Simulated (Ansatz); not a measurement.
# ZnS (Wurtzite-2H) (P6_3mc) in Ansatz: a series of runs

One crystal, ZnS (Wurtzite-2H), is run at these levels: BLYP+D4, PBE, LDA; tasks: relaxation of cell and atoms, single point.

All numbers are computed with Ansatz 0.2.0; they aren't measurements. Logs are shortened: lines on timing, memory, paths and dates and some standing lists are left out, and cuts for length are marked.

**What was measured.**

A printed reference work, monograph reports, for a bulk crystal of ZnS at 4 K: band gap 3.911 eV (direct).

How close the calculation comes is told below.

**1. The structure**

It takes space group P6_3mc (No. 186, hexagonal). The conventional cell has a = 3.811 Å, b = 3.811 Å, c = 6.234 Å, α = 90.00°, β = 90.00°, γ = 120.00°. Zn (site symmetry 3m) is surrounded by 4 S at 2.31 to 2.40 Å. S (site symmetry 3m) has 4 Zn at 2.31 to 2.40 Å as nearest neighbours.

**2. Relaxation of cell and atoms, BLYP+D4**

The input, input.yaml:

```yaml
crystal:
  lattice:
    - [3.811, 0.0, 0.0]
    - [-1.9055, 3.3004228138, 0.0]
    - [0.0, 0.0, 6.234]
  atoms:
    - { symbol: Zn, position: [0.6666666667, 0.3333333333, 0.5] }
    - { symbol: Zn, position: [0.3333333333, 0.6666666667, 0.0] }
    - { symbol: S, position: [0.6666666667, 0.3333333333, 0.885] }
    - { symbol: S, position: [0.3333333333, 0.6666666667, 0.385] }
hamiltonian:
  xc: blyp
  pseudopotentials: { kind: paw }
  dispersion: d4
kpoints:
  mp_grid: { grid: [8, 8, 5] }
scf:
  occupations: { method: fermi_dirac, width: 0.05 }
output:
  forces: true
  stress: true
  write_density: true
  write_potential: true
  elf: true
  volumetric_format: npy
relax:
  f_tol: 0.01
  max_steps: 40
  cell: { stress_tol: 0.05 }
```

Potentials or basis: Ansatz PAW.

On the command line:

```
$ ansatz run input.yaml --threads 2 --pin off --max-ram 5632MiB --backend cpu --events-out ev --progress --plain --runs-dir out
```

Log:

```text
Warning: RAYON_NUM_THREADS=2 ignored (pool sized by the plan → 2); use --threads N
Engine: ansatz 0.2.0, x86_64-unknown-linux-gnu
Pseudopotentials: kind: paw
Pseudopotential: Zn, paw, valence charge 12, recommended cutoff 420 eV (normal), Zn.paw.azcp
Pseudopotential: S, paw, valence charge 6, recommended cutoff 420 eV (normal), S.paw.azcp
Functional definition: BLYP
  parameter beta = 0.0042
  parameter a = 0.04918
  parameter b = 0.132
  parameter c = 0.2533
  parameter d = 0.349
  exchange = b88_x(beta = beta)
  correlation = lyp_c(a = a, b = b, c = c, d = d)
Crystal: 4 atoms, lattice volume = 78.411 Å³
Basis set: ecut = 420 eV, 1521 PW (Γ), exchange–correlation on 54×54×90 points (8 copies of the dense FFT grid, shifted against one another)
Bands: 22, of which v1, the nominal top of the filled ones, is band 18 counted from 1 (17 counted from 0)
Symmetry: 12 space group operations
Space group: P63mc (ITA 186), of the structure as read, at distance tolerance 4.3e-5 Å
k-points: 30 of 320 (time reversal used)
Non-local potential: Zn, projectors of the file, l = 0: 2, l = 1: 2, l = 2: 3, l = 3: 1
Non-local potential: S, projectors of the file, l = 0: 2, l = 1: 2, l = 2: 2
PAW form: soft (Blöchl's): semilocal exchange-correlation on the pseudo side does not see the compensation charge
PAW frozen core: Zn, regenerated for the run's functional, and the local potential with it (the file was generated under x = pbe(κ = 0.804, μ = 0.2195149727645171), c = pbe(β = 0.06672455060314922))
PAW frozen core: S, regenerated for the run's functional, and the local potential with it (the file was generated under x = pbe(κ = 0.804, μ = 0.2195149727645171), c = pbe(β = 0.06672455060314922))
PAW one-centre angular grid: Zn, 590 points (default); XC on 64 Gauss nodes
PAW one-centre angular grid: S, 110 points (default); XC on 64 Gauss nodes
Initial density: superposition of atomic densities (neutral atoms: chi_scale 0, normalization atom), corrected by the library's trained network
Initial wavefunctions: pseudopotential atomic-orbital guess
Functional: x = b88, c = lyp
SCF iter   1: F=—  HF=-8475.885479 eV  |F-HF|=—  |Δ(HF+E_count)|=         —  Δρ=6.23e-3  dr2=3.64e-2  ethr=1.77e-3  ⟨swp⟩=5.7  Hψ=3149  notcnv=0
preconditioner: auto → Resta (q_TF=auto, 2.396 Å⁻¹)  ε∞=6.5  [insulator: Δε(μ)=2.275 eV  Ē_g=10.775 eV  σ=0.050 eV  W_gap=1.00  n_scr=22 (ndim 8)  ℏωp=25.2 eV  f_vac=0.040  D(μ)=0.00/eV (n_scr^D=0)  ε∞_Penn≈6.5]
SCF iter   2: F=—  HF=-8475.874668 eV  |F-HF|=—  |Δ(HF+E_count)|=   1.08e-2  Δρ=2.66e-3  dr2=6.93e-3  ethr=1.01e-4  ⟨swp⟩=2.5  Hψ=1311  notcnv=0
SCF iter   3: F=—  HF=-8475.872429 eV  |F-HF|=—  |Δ(HF+E_count)|=   2.24e-3  Δρ=1.07e-3  dr2=5.82e-4  ethr=1.93e-5  ⟨swp⟩=2.0  Hψ=1186  notcnv=0
SCF iter   4: F=—  HF=-8475.872273 eV  |F-HF|=—  |Δ(HF+E_count)|=   1.56e-4  Δρ=4.54e-4  dr2=2.34e-4  ethr=1.62e-6  ⟨swp⟩=2.0  Hψ=1140  notcnv=0
SCF iter   5: F=—  HF=-8475.872189 eV  |F-HF|=—  |Δ(HF+E_count)|=   8.43e-5  Δρ=1.33e-4  dr2=1.34e-5  ethr=6.50e-7  ⟨swp⟩=2.0  Hψ=1135  notcnv=0
[... 49 lines left out ...]
SCF iter   6: F=-8475.897839 eV  HF=-8475.897839 eV  |F-HF|=1.96e-9  |Δ(HF+E_count)|=   1.52e-7  Δρ=2.71e-7  dr2=1.44e-11  ethr=1.00e-12  ⟨swp⟩=4.5  Hψ=3610  notcnv=0
SCF 5 converged in 6 iterations: F = -8475.897839 eV  dr2 = 1.44e-11
relax step   5: F+E_penalty+E_count = -8475.89783923 eV  Δ(F+E_penalty+E_count) = -1.755e-4 eV  max|allowed force component| = 9.250e-5 eV/Å  Δτ_max = 0.0000 Å  P = -0.000 GPa  Ω = 79.012 Å³  stress off target by 1.01e-2 GPa  SCF on the basis re-selected at this cell (its energy is not comparable with the rows above)  (6 SCF iters)
basis re-selected at this cell: Δ(F+E_penalty+E_count) = -1.755e-4 eV, ΔP = -0.000 GPa vs the last step (what re-selecting the basis moved, of the pressure what is left beyond the Pulay correction that the steps carried, after the strain that the cell walked since its last selection, with what the two solves' SCF thresholds leave and, on support functions, any second-order correction that the steps lacked; it is no measure of the basis error at this ecutwfc). This SCF's stress stands 1.01e-2 GPa from its target on what of the cell is left free (relax.cell.stress_tol is 5.00e-2 GPa) and its largest allowed force component is 9.25e-5 eV/Å (relax.f_tol is 1.00e-2 eV/Å): within both
SCF converged after 6 iterations
Free energy (F): -8475.897839 eV
Harris-Foulkes:  -8475.897839 eV  (|F-HF|=1.96e-9)
Internal energy: -8475.897839 eV  (E = F + TS)
E sigma→0 (E₀):  -8475.897839 eV
Fermi energy:    7.257351 eV
--- Per-component energies (eV) ---
  E_band       = 21.026690
  E_kinetic    = 479.893092
  E_local      = -4090.776553  (includes V_loc(G=0)·N_el)
  E_nonlocal   = 1282.303838
  E_hartree    = 1713.827187
  E_xc         = -465.326424
  E_vxc        = -273.504936  (∫ρ·V_xc dr)
  E_paw        = -4890.554975  (= ΣΔE_a)
  E_vpaw       = -804.542418  (= ΣTr[D̂ρ^β])
  E_aug_tail   = -0.000743  (compensation charges beyond the density's cutoff)
  E_ewald      = -2502.858751
  E_disp       = -2.308824  (pairwise vdW)
  E_core_change = -0.095686  (= ΣΔE_core)
  E_smearing   = -0.000000  (= −TS)
  E_closure    = 0.000000  (closes the sum)
  Σ components = -8475.897839   (vs F -8475.897839, Δ=0.00e0)
--- Forces (eV/Å), atoms counted from 1 ---
  atom   1  Zn     0.00000000     0.00000000    -0.00008966
  atom   2  Zn    -0.00000000    -0.00000000    -0.00008966
  atom   3  S      0.00000000     0.00000000     0.00009533
  atom   4  S     -0.00000000    -0.00000000     0.00009533
  max |Σ_I F_I| component: 1.13e-5 eV/Å
--- Stress (GPa, compression-positive) ---
        0.004567      -0.000000       0.000000
       -0.000000       0.004567       0.000000
        0.000000       0.000000      -0.010105
  P = ⅓ Tr σ = -0.0003 GPa (-0.003 kbar)
--- Band table (eV; the first three rows and the last of 30) ---
  k-point 0: bands = ["-6.9859", "-6.0807", "-0.2861", "-0.2671", "-0.2671", "-0.1851", "-0.1851", "0.1564", "0.1564", "0.2293", "0.2293", "0.3873", "0.8778", "5.2880", "5.2880", "6.0554", "6.1576", "6.1576", "8.2956", "9.2816", "12.4985", "12.4985"]
  k-point 1: bands = ["-6.9114", "-6.1819", "-0.2882", "-0.2616", "-0.2616", "-0.1954", "-0.1954", "0.0585", "0.1652", "0.1652", "0.2242", "0.2242", "1.5242", "5.2762", "5.3645", "5.3645", "6.0669", "6.0669", "8.9640", "9.3761", "12.4943", "12.5626"]
  k-point 2: bands = ["-6.7062", "-6.4292", "-0.2741", "-0.2450", "-0.2450", "-0.2198", "-0.2198", "-0.1857", "0.1863", "0.1863", "0.2089", "0.2089", "2.6377", "3.9478", "5.5706", "5.5706", "5.8382", "5.8382", "9.6069", "9.6569", "12.5678", "12.7863"]
  k-point 29: bands = ["-5.8697", "-5.8275", "-0.1740", "-0.1345", "-0.1268", "-0.0537", "0.0720", "0.0825", "0.1777", "0.1779", "0.4719", "0.5126", "1.3962", "1.5289", "3.1142", "3.6081", "4.5907", "4.8140", "10.5244", "10.8214", "12.1350", "12.7129"]
--- Relaxed structure (4 steps of the walk, 4 accepted, 1 SCFs on fresh bases) ---
  F+E_penalty+E_count = -8475.89783923 eV   max|allowed force component| = 9.250e-5 eV/Å   (the final SCF, on the basis selected at the relaxed cell)
  cell:  # Å, volume = 79.0118 Å³
    - [3.8123389264201464, 0.0, -4.858684097903283e-34]
    - [-1.9061694632100732, 3.301582358116141, 1.8765288790795738e-33]
    - [-7.947792355400757e-34, 3.085613502685001e-33, 6.277382049159013]
  atoms:
    - { symbol: Zn, position: [0.6666666666666666, 0.33333333333333326, 0.5058872370510398] }
    - { symbol: Zn, position: [0.33333333333333326, 0.6666666666666665, 0.005887237051039809] }
    - { symbol: S, position: [0.6666666666666666, 0.33333333333333326, 0.87911276294896] }
    - { symbol: S, position: [0.33333333333333326, 0.6666666666666665, 0.3791127629489601] }
```

v_z.tsv:

```text
# z_ang	v_es[eV]	v_tot[eV]
# format = ansatz-planar-average/11
# xc	blyp
# density_cutoff_ev	1680
# datasets	Zn=:simpson_from_first_knot:soft:shift=-490595	S=:simpson_from_first_knot:soft:shift=-486714
# lattice	3.812338926	0.000000000	-0.000000000
# lattice	-1.906169463	3.301582358	0.000000000
# lattice	-0.000000000	0.000000000	6.277382049
# sites	4
# site	30	1.906169463	1.100527453	3.175647461
# site	30	0.000000000	2.201054905	0.036956436
# site	16	1.906169463	1.100527453	5.518526677
# site	16	-0.000000000	2.201054905	2.379835653
0.000000	-8.482089e-1	-1.244603e1
0.139497	3.126018e-1	-1.070568e1
0.278995	1.497627e0	-8.715002e0
0.418492	2.853902e0	-6.394088e0
0.557990	4.362205e0	-3.826967e0
0.697487	5.954981e0	-1.260300e0
[... 37 lines left out ...]
5.998387	-2.702603e0	-1.468318e1
6.137885	-1.978427e0	-1.390572e1
```

It took 29 s on 2 threads of Intel Xeon at 2.50GHz (Skylake/Cascade Lake), shared host; peak memory 0.39 GiB.

What came out:

```yaml
Free_energy: -8475.8978 eV
Relaxed_volume: 19.75 Å³/atom
Relaxed_cell: a = 3.812 Å, b = 3.812 Å, c = 6.277 Å, α = 90.00°, β = 90.00°, γ = 120.00°
Space_group_after_relaxing_to_0.05_Å: P6_3mc (No. 186)
Energy_gained_by_relaxing: 6.4 meV/atom
Ionic_steps: 5
Pressure_after_relaxing: 0.0 GPa
Band_gap_on_the_k_mesh: 2.14 eV, direct
```

The path:
```
step  energy change (eV)  largest force (eV/Å)  volume (Å³)
   1              0.0000                0.3437        78.41
   2             -0.0142                0.2408        78.82
   3             -0.0244                0.0753        78.71
   4             -0.0255                0.0001        79.01
   5             -0.0257                0.0001        79.01
```

Final structure:
```
CELL_PARAMETERS angstrom
3.81234 0.00000 0.00000
-1.90617 3.30158 0.00000
0.00000 0.00000 6.27738
ATOMIC_POSITIONS crystal
Zn 0.66667 0.33333 0.50589
Zn 0.33333 0.66667 0.00589
S 0.66667 0.33333 0.87911
S 0.33333 0.66667 0.37911
```

Levels at points of the mesh, in eV from the valence-band top:
| k point | band 16 | band 17 | band 18 | band 19 | band 20 | band 21 |
| --- | --- | --- | --- | --- | --- | --- |
| (0.00, 0.00, 0.00) | -0.10 | 0.00 | 0.00 | 2.14 | 3.12 | 6.34 |
| (0.00, -0.50, 0.00) | -2.18 | -1.65 | -0.87 | 3.74 | 4.20 | 5.20 |

Caveat: odd divisions of the mesh miss points on the zone boundary, where band edges often lie, so the gap on the mesh can be too wide; the plane-wave basis is chosen anew once the cell has moved, so the energies of steps on either side of that aren't comparable; the PAW data sets come from PBE, with cores solved anew for the run's functional, which leaves a small shift of forces and pressure. Zero-point motion and thermal expansion aren't in these numbers.

**3. Single point, PBE**

Edit input.yaml of step 2 so:

```diff
@@ -11,5 +11,4 @@
 hamiltonian:
-  xc: blyp
+  xc: pbe
   pseudopotentials: { kind: paw }
-  dispersion: d4
 kpoints:
@@ -17,3 +16,3 @@
 scf:
-  occupations: { method: fermi_dirac, width: 0.05 }
+  occupations: { method: gaussian, width: 0.029 }
 output:
@@ -21,9 +20,2 @@
   stress: true
-  write_density: true
-  write_potential: true
-  elf: true
-  volumetric_format: npy
-relax:
-  f_tol: 0.01
-  max_steps: 40
-  cell: { stress_tol: 0.05 }
+  eigenvalues: true
```

Potentials or basis: Ansatz PAW.

On the command line:

```
$ ansatz run input.yaml --threads 2 --pin off --max-ram 5632MiB --backend cpu --events-out ev --progress --plain --runs-dir out
```

Log:

```text
Warning: RAYON_NUM_THREADS=2 ignored (pool sized by the plan → 2); use --threads N
[... 4 set-up lines as earlier in the session ...]
Functional definition: PBE
  parameter kappa = 0.804
  parameter beta = 0.06672455060314922
  exchange = pbe_x(kappa = kappa, mu = beta*pi^2/3)
  correlation = pbe_c(beta = beta)
Crystal: 4 atoms, lattice volume = 78.411 Å³
Basis set: ecut = 420 eV, 1521 PW (Γ), exchange–correlation on 54×54×90 points (8 copies of the dense FFT grid, shifted against one another)
Bands: 22, of which v1, the nominal top of the filled ones, is band 18 counted from 1 (17 counted from 0)
[... 2 set-up lines as earlier in the session ...]
k-points: 30 of 320 (time reversal used)
[... 7 set-up lines as earlier in the session ...]
Functional: x = pbe(κ = 0.804, μ = 0.2195149727645171), c = pbe(β = 0.06672455060314922)
SCF iter   1: F=—  HF=-8445.420000 eV  |F-HF|=—  |Δ(HF+E_count)|=         —  Δρ=5.13e-4  dr2=1.82e-4  ethr=1.77e-3  ⟨swp⟩=6.2  Hψ=3244  notcnv=0
preconditioner: auto → Resta (q_TF=auto, 2.396 Å⁻¹)  ε∞=6.6  [insulator: Δε(μ)=2.242 eV  Ē_g=10.665 eV  σ=0.029 eV  W_gap=1.00  n_scr=22 (ndim 8)  ℏωp=25.2 eV  f_vac=0.040  D(μ)=0.00/eV (n_scr^D=0)  ε∞_Penn≈6.6]
SCF iter   2: F=—  HF=-8445.420417 eV  |F-HF|=—  |Δ(HF+E_count)|=   4.18e-4  Δρ=4.31e-4  dr2=1.13e-4  ethr=5.05e-7  ⟨swp⟩=2.6  Hψ=1585  notcnv=0
SCF iter   3: F=—  HF=-8445.420498 eV  |F-HF|=—  |Δ(HF+E_count)|=   8.08e-5  Δρ=1.37e-4  dr2=1.19e-5  ethr=3.13e-7  ⟨swp⟩=2.0  Hψ=1142  notcnv=0
SCF iter   4: F=—  HF=-8445.420442 eV  |F-HF|=—  |Δ(HF+E_count)|=   5.63e-5  Δρ=7.38e-5  dr2=4.67e-6  ethr=3.32e-8  ⟨swp⟩=2.0  Hψ=1200  notcnv=0
SCF iter   5: F=—  HF=-8445.420441 eV  |F-HF|=—  |Δ(HF+E_count)|=   7.49e-7  Δρ=2.89e-5  dr2=5.86e-7  ethr=1.30e-8  ⟨swp⟩=2.0  Hψ=1098  notcnv=0
SCF iter   6: F=-8445.420442 eV  HF=-8445.420442 eV  |F-HF|=7.61e-9  |Δ(HF+E_count)|=   3.59e-7  Δρ=1.22e-5  dr2=9.00e-8  ethr=2.78e-10  ⟨swp⟩=2.7  Hψ=2662  notcnv=0
SCF 1 converged in 6 iterations: F = -8445.420442 eV  dr2 = 9.00e-8
SCF converged after 6 iterations
Free energy (F): -8445.420442 eV
Harris-Foulkes:  -8445.420442 eV  (|F-HF|=7.61e-9)
Internal energy: -8445.420442 eV  (E = F + TS)
E sigma→0 (E₀):  -8445.420442 eV
Fermi energy:    6.989852 eV
--- Per-component energies (eV) ---
  E_band       = 12.308389
  E_kinetic    = 477.241564
  E_local      = -4081.370534  (includes V_loc(G=0)·N_el)
  E_nonlocal   = 1285.435734
  E_hartree    = 1707.470852
  E_xc         = -469.097876
  E_vxc        = -279.503155  (∫ρ·V_xc dr)
  E_paw        = -4856.936022  (= ΣΔE_a)
  E_vpaw       = -804.431121  (= ΣTr[D̂ρ^β])
  E_aug_tail   = -0.000743  (compensation charges beyond the density's cutoff)
  E_ewald      = -2508.163419
  E_smearing   = -0.000000  (= −TS)
  E_closure    = 0.000000  (closes the sum)
  Σ components = -8445.420442   (vs F -8445.420442, Δ=0.00e0)
--- Forces (eV/Å), atoms counted from 1 ---
  atom   1  Zn     0.00000000     0.00000000     0.31948085
  atom   2  Zn    -0.00000000    -0.00000000     0.31948085
  atom   3  S     -0.00000000     0.00000000    -0.31949222
  atom   4  S      0.00000000    -0.00000000    -0.31949222
  max |Σ_I F_I| component: 2.27e-5 eV/Å
--- Stress (GPa, compression-positive) ---
        3.006784       0.000000      -0.000000
        0.000000       3.006784      -0.000000
        0.000000       0.000000       0.982154
  P = ⅓ Tr σ = 2.3319 GPa (23.319 kbar)
--- Band table (eV; the first three rows and the last of 30) ---
  k-point 0: bands = ["-7.3305", "-6.4064", "-0.4999", "-0.4999", "-0.4354", "-0.4354", "-0.4266", "-0.0180", "-0.0180", "0.0619", "0.0619", "0.2205", "0.7008", "5.0088", "5.0088", "5.8552", "5.8552", "5.8660", "8.1137", "8.8581", "12.1424", "12.1424"]
  k-point 1: bands = ["-7.2544", "-6.5097", "-0.4961", "-0.4961", "-0.4440", "-0.4440", "-0.4313", "-0.1077", "-0.0085", "-0.0085", "0.0562", "0.0562", "1.3513", "5.0837", "5.0837", "5.0968", "5.7677", "5.7677", "8.7671", "8.9651", "12.1811", "12.1956"]
  k-point 2: bands = ["-7.0451", "-6.7624", "-0.4838", "-0.4838", "-0.4639", "-0.4639", "-0.4241", "-0.3446", "0.0145", "0.0145", "0.0393", "0.0393", "2.4679", "3.7769", "5.2852", "5.2852", "5.5460", "5.5460", "9.2423", "9.3900", "12.2364", "12.3987"]
  k-point 29: bands = ["-6.1718", "-6.1282", "-0.3653", "-0.3139", "-0.3071", "-0.2474", "-0.1312", "-0.1289", "-0.0062", "-0.0033", "0.2945", "0.3401", "1.0565", "1.1854", "2.6987", "3.1776", "4.3840", "4.6173", "10.2942", "10.6122", "11.9025", "12.3172"]
```

Wall time 4.9 s (2 threads of Intel Xeon at 2.50GHz (Skylake/Cascade Lake), shared host); peak memory 0.35 GiB.

Results:

| Property | Result |
| --- | --- |
| Free energy | -8445.4204 eV |
| Pressure | 2.3 GPa |
| Largest force | 0.319 eV/Å |
| Band gap on the k mesh | 2.25 eV, direct |

Forces in eV/Å, atoms in the order of the input:
```
Zn   0.000  0.000  0.319
Zn   0.000  0.000  0.319
S    0.000  0.000 -0.319
S    0.000  0.000 -0.319
```

Levels at points of the mesh, in eV from the valence-band top:
```
            k point  band 14  band 15  band 16  band 17  band 18  band 19  band 20  band 21  band 22
 (0.00, 0.00, 0.00)    -0.86    -0.86    -0.01    -0.01     0.00     2.25     2.99     6.28     6.28
(0.00, -0.50, 0.00)    -4.21    -3.16    -2.25    -1.56    -0.98     3.61     4.26     5.17     7.11
```

Caveat: odd divisions of the mesh miss points on the zone boundary, where band edges often lie, so the gap on the mesh can be too wide.

**4. Single point, PBE**

Edit input.yaml of step 3 so:

```diff
@@ -16,3 +16,3 @@
 scf:
-  occupations: { method: gaussian, width: 0.029 }
+  occupations: { method: gaussian, width: 0.03 }
 output:
```

On the command line:

```
$ ansatz run input.yaml --threads 2 --pin off --max-ram 5632MiB --backend cpu --events-out ev --progress --plain --runs-dir out
```

Run time: 5 s. Hardware: 2 threads of Intel Xeon at 2.50GHz (Skylake/Cascade Lake), shared host; peak memory 0.35 GiB.

Results (log left out):

| Quantity | Value |
| --- | --- |
| Free energy | -8445.4204 eV |
| Pressure | 2.3 GPa |
| Largest force | 0.319 eV/Å |
| Band gap on the k mesh | 2.25 eV, direct |

Forces on the atoms (eV/Å):
```
Zn   0.000  0.000  0.319
Zn   0.000  0.000  0.319
S    0.000  0.000 -0.319
S    0.000  0.000 -0.319
```

Stress tensor (GPa, compression positive):
```
3.01 0.00 0.00
0.00 3.01 0.00
0.00 0.00 0.98
```

Levels at points of the mesh, in eV from the valence-band top:
```
            k point  band 14  band 15  band 16  band 17  band 18  band 19  band 20  band 21  band 22
 (0.00, 0.00, 0.00)    -0.86    -0.86    -0.01    -0.01     0.00     2.25     2.99     6.28     6.28
(0.00, -0.50, 0.00)    -4.21    -3.16    -2.25    -1.56    -0.98     3.61     4.26     5.17     7.11
```

Caveat: odd divisions of the mesh miss points on the zone boundary, where band edges often lie, so the gap on the mesh can be too wide.

[end of part 1 of 2]
